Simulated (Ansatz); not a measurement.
PtSe2 (Sudovikovite):

```
CELL_PARAMETERS angstrom
3.72400 0.00000 0.00000
-1.86200 3.22508 0.00000
0.00000 0.00000 5.06200
ATOMIC_POSITIONS crystal
Pt 0.00000 0.00000 0.00000
Se 0.66667 0.33333 0.75000
Se 0.33333 0.66667 0.25000
```

* Program: Ansatz 0.2.0
* Task: relaxation of cell and atoms
* Functional: revPBE
* Dispersion: D4
* Potentials or basis: Ansatz PAW
* Cutoff: 420 eV (not typed: the program's choice for these potentials)
* k mesh: 8 × 8 × 5
* Occupations: fermi-dirac, width 0.05 eV
* Spin: no spin polarisation

At the start: volume 20.27 Å³/atom.

Q: How do energy, volume and symmetry change on relaxing?

A: It ends after 7 steps and the volume is 19.28 Å³/atom (-4.9 %); space group P-3m1 (No. 164, to 0.05 Å).

The path:
| step | energy change (eV) | largest force (eV/Å) | volume (Å³) |
| --- | --- | --- | --- |
| 1 | 0.0000 | 0.6950 | 60.80 |
| 2 | -0.0228 | 0.7172 | 56.89 |
| 3 | -0.0789 | 0.0512 | 59.05 |
| 4 | -0.0854 | 0.0144 | 58.21 |
| 5 | -0.0861 | 0.0019 | 57.80 |
| 6 | -0.0861 | 0.0015 | 57.84 |
| 7 | -0.0855 | 0.0013 | 57.84 |

Final structure:
```
Pt Se
1.0
     3.75979    0.00000    0.00000
    -1.87989    3.25607    0.00000
     0.00000    0.00000    4.72504
Pt Se
1 2
Direct
  0.00000 0.00000 0.00000
  0.66667 0.33333 0.72829
  0.33333 0.66667 0.27171
```

Caveat: the plane-wave basis is chosen anew once the cell has moved, so the energies of steps on either side of that aren't comparable; the PAW data sets come from PBE, with cores solved anew for the run's functional, which leaves a small shift of forces and pressure.
